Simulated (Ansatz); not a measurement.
Structure types of SiC were relaxed at one common pressure (all-electron LAPW in Ansatz 0.2.0 under PBE, scalar-relativistic, no spin polarisation, zero temperature). They take these volumes:

```
      type  space group  V (Å³/atom)
  rocksalt        Fm-3m         5.83
      CsCl        Pm-3m         5.97
zincblende        F-43m         6.95
  wurtzite       P6_3mc         6.96
      NiAs     P6_3/mmc         5.90
```

Task: At about which pressure, and is the densest type also the lowest in enthalpy?

Result: 190 GPa. The densest is rocksalt, and it is also the lowest in enthalpy among these.
